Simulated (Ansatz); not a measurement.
Born–Oppenheimer molecular dynamics of a periodic cell of 19 atoms, Ag (surface Ag(110), adsorbate Ag). It goes on from the last frame of an earlier run, with new velocities.

The calculation used Ansatz, DFT PBEsol, scalar-relativistic, plane waves, PAW. Settings: accuracy low, PAW set soft_1, cutoff 420 eV, k mesh 1x2x1, fermi-dirac smearing 0.05 eV, no spin polarisation.

```
ensemble        : NVT, Langevin thermostat
time step       : 3 fs
steps asked     : 300
set temperature : 1800 K
friction        : 0.005 /fs
atoms held      : 1 to 6
seed            : 145036
```

Frames 15 fs apart, positions in Å, forces in eV/Å.

Velocities at 120 fs (Å/ps):

```
Ag 0.00 0.00 0.00
Ag 0.00 0.00 0.00
Ag 0.00 0.00 0.00
Ag 0.00 0.00 0.00
Ag 0.00 0.00 0.00
Ag 0.00 0.00 0.00
Ag 1.92 -3.05 1.80
Ag 7.37 -0.48 0.17
Ag 0.24 -3.14 2.53
Ag -1.95 -3.79 0.58
Ag -0.10 -2.29 1.86
Ag -0.01 -1.76 1.65
Ag -2.45 1.78 -2.91
Ag 2.92 -1.93 1.91
Ag 1.49 0.08 4.07
Ag 4.31 2.34 2.80
Ag -4.82 4.83 0.17
Ag 3.28 -2.47 0.61
Ag -2.14 1.01 -3.73
```

```xyz
19
Lattice="12.2700 0.0000 0.0000 0.0000 5.7841 0.0000 0.0000 0.0000 15.8921" Properties=species:S:1:pos:R:3:forces:R:3 time_fs=120 energy_less_start_eV=1.856 T=957
Ag 0.000 0.000 1.000 0.13 -0.43 -0.02
Ag 4.090 0.000 1.000 0.34 -0.09 0.33
Ag 8.180 0.000 1.000 0.11 -0.18 0.54
Ag 0.000 2.892 1.000 0.10 -0.62 -0.17
Ag 4.090 2.892 1.000 0.50 -0.65 0.03
Ag 8.180 2.892 1.000 0.21 -0.31 -0.05
Ag 1.993 1.177 2.439 0.61 0.12 -0.21
Ag 5.803 1.665 3.774 -0.77 -1.25 0.15
Ag 10.538 0.992 2.737 -1.53 0.52 -0.42
Ag 2.102 4.161 1.948 0.17 0.93 -0.15
Ag 6.149 3.769 2.443 0.02 1.39 -0.33
Ag 10.282 3.725 2.417 -0.50 0.72 -0.01
Ag 0.148 -0.131 4.006 -0.31 0.54 -0.33
Ag 2.401 -0.506 4.946 1.33 0.24 0.09
Ag 7.842 -0.288 3.789 0.44 0.05 0.11
Ag 0.855 3.102 3.940 -2.43 -0.51 0.69
Ag 3.264 2.795 4.440 1.69 -0.65 -0.11
Ag 7.951 2.824 4.682 0.57 0.34 -0.50
Ag 10.445 4.231 4.950 -0.68 -0.15 0.36
19
Lattice="12.2700 0.0000 0.0000 0.0000 5.7841 0.0000 0.0000 0.0000 15.8921" Properties=species:S:1:pos:R:3:forces:R:3 time_fs=135 energy_less_start_eV=2.340 T=1115
Ag 0.000 0.000 1.000 0.13 -0.36 0.02
Ag 4.090 0.000 1.000 0.30 -0.18 0.32
Ag 8.180 0.000 1.000 0.09 -0.17 0.59
Ag 0.000 2.892 1.000 -0.12 -0.67 -0.13
Ag 4.090 2.892 1.000 0.47 -0.57 0.11
Ag 8.180 2.892 1.000 0.18 -0.34 -0.12
Ag 2.033 1.122 2.464 0.47 0.38 -0.12
Ag 5.923 1.639 3.773 -1.26 -1.48 0.13
Ag 10.523 0.946 2.772 -2.21 0.90 -0.90
Ag 2.070 4.125 1.969 0.53 1.06 -0.42
Ag 6.163 3.745 2.468 -0.03 1.60 -0.42
Ag 10.258 3.693 2.444 -0.38 0.48 -0.62
Ag 0.107 -0.081 3.961 1.20 -0.15 0.56
Ag 2.461 -0.544 4.986 0.30 0.93 -0.14
Ag 7.882 -0.291 3.836 0.47 -0.10 0.03
Ag 0.893 3.139 3.991 -3.57 -0.55 0.57
Ag 3.216 2.855 4.432 3.07 -1.35 -0.03
Ag 7.985 2.785 4.711 0.81 0.49 -0.37
Ag 10.393 4.240 4.883 -0.47 0.08 0.96
19
Lattice="12.2700 0.0000 0.0000 0.0000 5.7841 0.0000 0.0000 0.0000 15.8921" Properties=species:S:1:pos:R:3:forces:R:3 time_fs=150 energy_less_start_eV=2.384 T=1214
Ag 0.000 0.000 1.000 0.10 -0.26 0.04
Ag 4.090 0.000 1.000 0.39 -0.22 0.26
Ag 8.180 0.000 1.000 0.06 -0.15 0.60
Ag 0.000 2.892 1.000 -0.25 -0.63 -0.02
Ag 4.090 2.892 1.000 0.46 -0.45 0.27
Ag 8.180 2.892 1.000 0.04 -0.37 -0.15
Ag 2.076 1.071 2.481 0.40 0.79 0.00
Ag 6.020 1.593 3.760 -1.58 -1.28 -0.25
Ag 10.466 0.924 2.760 -2.36 0.84 -1.05
Ag 2.052 4.147 1.975 0.52 0.67 -0.24
Ag 6.182 3.790 2.505 -0.18 1.24 -0.36
Ag 10.220 3.640 2.484 -0.15 0.23 -1.49
Ag 0.092 -0.026 3.905 1.55 -0.55 1.04
Ag 2.526 -0.567 5.011 -0.27 1.46 -0.23
Ag 7.936 -0.308 3.876 0.41 -0.14 0.01
Ag 0.860 3.172 4.057 -2.98 -0.51 0.34
Ag 3.227 2.900 4.420 2.84 -1.80 -0.34
Ag 8.012 2.725 4.740 0.96 0.60 -0.22
Ag 10.308 4.237 4.825 0.04 0.52 1.79
19
Lattice="12.2700 0.0000 0.0000 0.0000 5.7841 0.0000 0.0000 0.0000 15.8921" Properties=species:S:1:pos:R:3:forces:R:3 time_fs=165 energy_less_start_eV=1.900 T=1581
Ag 0.000 0.000 1.000 -0.02 -0.13 0.14
Ag 4.090 0.000 1.000 0.51 -0.23 0.20
Ag 8.180 0.000 1.000 0.00 -0.15 0.57
Ag 0.000 2.892 1.000 -0.19 -0.55 0.10
Ag 4.090 2.892 1.000 0.38 -0.33 0.41
Ag 8.180 2.892 1.000 -0.19 -0.39 -0.19
Ag 2.113 1.070 2.478 0.29 1.08 0.13
Ag 6.076 1.508 3.728 -1.55 -0.70 -0.56
Ag 10.369 0.920 2.743 -1.77 0.43 -0.89
Ag 2.046 4.207 1.990 0.35 0.09 0.05
Ag 6.189 3.856 2.536 -0.27 0.70 -0.22
Ag 10.183 3.595 2.490 0.10 0.25 -1.55
Ag 0.091 0.040 3.883 1.22 -0.46 0.95
Ag 2.581 -0.564 5.032 -0.57 1.48 -0.35
Ag 7.987 -0.333 3.889 0.25 -0.14 0.02
Ag 0.744 3.194 4.111 -1.30 -0.41 0.17
Ag 3.284 2.934 4.382 1.49 -1.72 -0.68
Ag 8.041 2.653 4.775 0.82 0.56 -0.26
Ag 10.246 4.260 4.802 0.45 0.63 1.97
19
Lattice="12.2700 0.0000 0.0000 0.0000 5.7841 0.0000 0.0000 0.0000 15.8921" Properties=species:S:1:pos:R:3:forces:R:3 time_fs=180 energy_less_start_eV=1.416 T=1582
Ag 0.000 0.000 1.000 -0.16 -0.01 0.28
Ag 4.090 0.000 1.000 0.48 -0.21 0.25
Ag 8.180 0.000 1.000 -0.09 -0.17 0.51
Ag 0.000 2.892 1.000 -0.13 -0.48 0.19
Ag 4.090 2.892 1.000 0.26 -0.19 0.55
Ag 8.180 2.892 1.000 -0.47 -0.43 -0.26
Ag 2.111 1.083 2.507 0.43 1.27 0.03
Ag 6.092 1.402 3.700 -1.25 -0.14 -0.62
Ag 10.238 0.937 2.723 -0.63 -0.06 -0.51
Ag 2.029 4.257 2.030 0.35 -0.33 0.18
Ag 6.195 3.932 2.566 -0.38 0.24 -0.17
Ag 10.149 3.573 2.473 0.37 0.60 -0.80
Ag 0.116 0.085 3.898 0.30 -0.17 0.61
Ag 2.649 -0.531 5.057 -0.61 1.05 -0.55
Ag 8.046 -0.366 3.889 -0.07 -0.08 0.07
Ag 0.606 3.225 4.174 -0.27 -0.38 0.00
Ag 3.363 2.944 4.329 0.61 -1.26 -0.70
Ag 8.081 2.575 4.811 0.55 0.41 -0.46
Ag 10.222 4.293 4.833 0.72 0.36 1.41
19
Lattice="12.2700 0.0000 0.0000 0.0000 5.7841 0.0000 0.0000 0.0000 15.8921" Properties=species:S:1:pos:R:3:forces:R:3 time_fs=195 energy_less_start_eV=1.210 T=1375
Ag 0.000 0.000 1.000 -0.17 0.03 0.40
Ag 4.090 0.000 1.000 0.36 -0.21 0.35
Ag 8.180 0.000 1.000 -0.28 -0.24 0.36
Ag 0.000 2.892 1.000 -0.06 -0.43 0.23
Ag 4.090 2.892 1.000 0.15 -0.10 0.63
Ag 8.180 2.892 1.000 -0.73 -0.48 -0.36
Ag 2.096 1.121 2.539 0.57 1.19 -0.25
Ag 6.111 1.332 3.672 -1.05 0.03 -0.63
Ag 10.118 0.944 2.674 0.28 -0.11 -0.25
Ag 2.015 4.277 2.099 0.33 -0.39 0.20
Ag 6.183 3.998 2.562 -0.41 0.06 -0.16
Ag 10.124 3.577 2.442 0.64 0.86 -0.12
Ag 0.168 0.104 3.933 -0.43 -0.05 0.41
Ag 2.676 -0.481 5.096 -0.44 0.45 -0.77
Ag 8.114 -0.408 3.874 -0.54 -0.07 0.13
Ag 0.487 3.236 4.247 0.17 -0.41 -0.16
Ag 3.422 2.924 4.240 0.30 -0.60 -0.44
Ag 8.118 2.498 4.828 0.50 0.37 -0.55
Ag 10.234 4.306 4.873 0.80 0.11 0.97
19
Lattice="12.2700 0.0000 0.0000 0.0000 5.7841 0.0000 0.0000 0.0000 15.8921" Properties=species:S:1:pos:R:3:forces:R:3 time_fs=210 energy_less_start_eV=1.131 T=1421
Ag 0.000 0.000 1.000 -0.13 0.06 0.52
Ag 4.090 0.000 1.000 0.22 -0.21 0.46
Ag 8.180 0.000 1.000 -0.54 -0.35 0.11
Ag 0.000 2.892 1.000 -0.01 -0.41 0.21
Ag 4.090 2.892 1.000 0.04 -0.01 0.67
Ag 8.180 2.892 1.000 -0.75 -0.42 -0.23
Ag 2.091 1.212 2.582 0.40 0.61 -0.70
Ag 6.112 1.274 3.663 -0.68 0.17 -0.51
Ag 10.017 0.942 2.631 0.95 0.27 -0.13
Ag 1.988 4.287 2.163 0.36 -0.14 0.14
Ag 6.133 4.062 2.572 -0.34 -0.01 -0.19
Ag 10.137 3.609 2.430 0.62 0.82 0.17
Ag 0.224 0.121 3.981 -0.87 -0.06 0.26
Ag 2.652 -0.437 5.097 -0.17 0.06 -0.83
Ag 8.167 -0.449 3.851 -0.96 -0.16 0.27
Ag 0.391 3.232 4.300 0.42 -0.43 -0.27
Ag 3.455 2.890 4.120 0.47 -0.01 0.02
Ag 8.189 2.460 4.856 0.22 0.15 -0.72
Ag 10.244 4.297 4.935 0.76 0.10 0.72
19
Lattice="12.2700 0.0000 0.0000 0.0000 5.7841 0.0000 0.0000 0.0000 15.8921" Properties=species:S:1:pos:R:3:forces:R:3 time_fs=225 energy_less_start_eV=1.363 T=1669
Ag 0.000 0.000 1.000 -0.06 0.07 0.64
Ag 4.090 0.000 1.000 0.10 -0.23 0.55
Ag 8.180 0.000 1.000 -0.83 -0.50 -0.12
Ag 0.000 2.892 1.000 -0.01 -0.41 0.19
Ag 4.090 2.892 1.000 -0.05 0.04 0.59
Ag 8.180 2.892 1.000 -0.74 -0.38 -0.14
Ag 2.115 1.335 2.654 -0.72 -0.84 -1.42
Ag 6.101 1.231 3.656 -0.43 0.20 -0.42
Ag 9.953 0.944 2.585 1.38 0.72 0.02
Ag 1.951 4.272 2.227 0.33 0.31 0.03
Ag 6.078 4.069 2.579 -0.17 0.06 -0.12
Ag 10.142 3.674 2.412 0.60 0.68 0.30
Ag 0.240 0.125 4.065 -0.87 0.13 -0.08
Ag 2.644 -0.377 5.077 0.10 -0.15 -0.81
Ag 8.206 -0.471 3.847 -1.34 -0.25 0.31
Ag 0.292 3.240 4.329 0.70 -0.60 -0.36
Ag 3.514 2.852 3.959 1.43 0.99 1.04
Ag 8.242 2.411 4.901 0.10 0.07 -0.82
Ag 10.259 4.317 4.985 0.48 0.10 0.64
19
Lattice="12.2700 0.0000 0.0000 0.0000 5.7841 0.0000 0.0000 0.0000 15.8921" Properties=species:S:1:pos:R:3:forces:R:3 time_fs=240 energy_less_start_eV=1.791 T=1173
Ag 0.000 0.000 1.000 -0.08 0.09 0.67
Ag 4.090 0.000 1.000 0.01 -0.23 0.58
Ag 8.180 0.000 1.000 -1.03 -0.64 -0.27
Ag 0.000 2.892 1.000 -0.02 -0.42 0.15
Ag 4.090 2.892 1.000 -0.18 0.04 0.36
Ag 8.180 2.892 1.000 -0.56 -0.28 0.03
Ag 2.136 1.423 2.726 -2.38 -2.43 -2.26
Ag 6.072 1.220 3.665 -0.23 0.13 -0.37
Ag 9.904 0.968 2.558 1.47 0.85 0.26
Ag 1.908 4.271 2.269 0.37 0.54 0.00
Ag 6.012 4.069 2.545 0.10 0.19 -0.01
Ag 10.169 3.723 2.426 0.40 0.57 0.24
Ag 0.235 0.122 4.158 -0.73 0.32 -0.30
Ag 2.677 -0.295 5.035 0.26 -0.20 -0.77
Ag 8.206 -0.511 3.862 -1.44 -0.18 0.17
Ag 0.234 3.249 4.350 0.84 -0.77 -0.41
Ag 3.592 2.826 3.823 2.88 2.26 2.17
Ag 8.273 2.370 4.928 0.12 0.08 -0.87
Ag 10.279 4.367 5.032 0.19 0.10 0.62
19
Lattice="12.2700 0.0000 0.0000 0.0000 5.7841 0.0000 0.0000 0.0000 15.8921" Properties=species:S:1:pos:R:3:forces:R:3 time_fs=255 energy_less_start_eV=1.534 T=1197
Ag 0.000 0.000 1.000 -0.11 0.11 0.66
Ag 4.090 0.000 1.000 -0.07 -0.22 0.59
Ag 8.180 0.000 1.000 -1.09 -0.70 -0.30
Ag 0.000 2.892 1.000 -0.12 -0.45 0.11
Ag 4.090 2.892 1.000 -0.41 -0.06 0.03
Ag 8.180 2.892 1.000 -0.51 -0.22 0.08
Ag 2.081 1.443 2.770 -1.62 -1.56 -1.52
Ag 6.065 1.190 3.675 -0.13 0.10 -0.35
Ag 9.869 0.995 2.560 1.42 0.76 0.40
Ag 1.863 4.259 2.292 0.55 0.59 0.12
Ag 5.938 4.060 2.502 0.58 0.43 0.11
Ag 10.170 3.727 2.454 0.38 0.57 0.20
Ag 0.205 0.119 4.226 -0.61 0.27 -0.31
Ag 2.713 -0.218 4.957 0.31 -0.24 -0.68
Ag 8.196 -0.543 3.884 -1.49 -0.13 0.00
Ag 0.211 3.223 4.371 0.71 -0.70 -0.39
Ag 3.726 2.870 3.746 1.86 1.37 1.51
Ag 8.306 2.342 4.923 0.13 0.07 -0.86
Ag 10.280 4.411 5.063 0.22 0.00 0.62
19
Lattice="12.2700 0.0000 0.0000 0.0000 5.7841 0.0000 0.0000 0.0000 15.8921" Properties=species:S:1:pos:R:3:forces:R:3 time_fs=270 energy_less_start_eV=1.207 T=1568
Ag 0.000 0.000 1.000 -0.09 0.10 0.65
Ag 4.090 0.000 1.000 -0.17 -0.19 0.56
Ag 8.180 0.000 1.000 -0.88 -0.59 -0.09
Ag 0.000 2.892 1.000 -0.18 -0.43 0.12
Ag 4.090 2.892 1.000 -0.72 -0.24 -0.40
Ag 8.180 2.892 1.000 -0.43 -0.16 0.14
Ag 1.977 1.431 2.774 -0.29 -0.32 -0.92
Ag 6.075 1.160 3.688 -0.13 0.07 -0.37
Ag 9.888 1.051 2.578 1.05 0.27 0.28
Ag 1.842 4.245 2.335 0.62 0.59 0.14
Ag 5.875 4.076 2.431 1.42 0.85 0.10
Ag 10.170 3.708 2.504 0.36 0.71 0.05
Ag 0.152 0.117 4.252 -0.31 0.18 -0.24
Ag 2.757 -0.149 4.858 0.23 -0.29 -0.56
Ag 8.187 -0.554 3.882 -1.39 -0.10 -0.16
Ag 0.211 3.189 4.391 0.48 -0.54 -0.33
Ag 3.884 2.932 3.685 0.03 0.13 1.11
Ag 8.339 2.305 4.873 0.18 0.11 -0.79
Ag 10.281 4.462 5.073 0.22 -0.15 0.70
19
Lattice="12.2700 0.0000 0.0000 0.0000 5.7841 0.0000 0.0000 0.0000 15.8921" Properties=species:S:1:pos:R:3:forces:R:3 time_fs=285 energy_less_start_eV=1.171 T=1623
Ag 0.000 0.000 1.000 -0.11 0.06 0.59
Ag 4.090 0.000 1.000 -0.25 -0.18 0.54
Ag 8.180 0.000 1.000 -0.74 -0.50 0.03
Ag 0.000 2.892 1.000 -0.24 -0.36 0.19
Ag 4.090 2.892 1.000 -0.88 -0.34 -0.57
Ag 8.180 2.892 1.000 -0.29 -0.10 0.23
Ag 1.840 1.412 2.757 0.46 0.23 -0.73
Ag 6.077 1.135 3.721 -0.23 0.10 -0.37
Ag 9.924 1.088 2.578 0.81 -0.04 0.16
Ag 1.845 4.243 2.371 0.59 0.51 0.11
Ag 5.867 4.092 2.384 2.22 1.29 -0.28
Ag 10.167 3.717 2.572 0.34 0.70 -0.18
Ag 0.083 0.104 4.276 0.26 0.17 -0.24
Ag 2.844 -0.110 4.740 0.08 -0.30 -0.48
Ag 8.164 -0.548 3.848 -0.95 -0.21 -0.05
Ag 0.236 3.124 4.418 0.19 -0.27 -0.26
Ag 4.024 3.034 3.665 -1.30 -0.59 1.33
Ag 8.367 2.282 4.829 0.20 0.17 -0.73
Ag 10.296 4.511 5.098 -0.16 -0.34 0.70
```

Of the whole run (900 fs, mean temperature of the second half 2069 K): The mean temperature of the second half is 15 % above the set value. A run of 0.9 ps of so small a system gives no equilibrium averages. Limits of this set-up: coarse k mesh, thin slab, slab without dipole correction, PAW files made for another functional, low accuracy level.

The run took 46 min on 4 threads of Arm Neoverse V1, with other jobs on the host, peak memory 2.5 GiB.
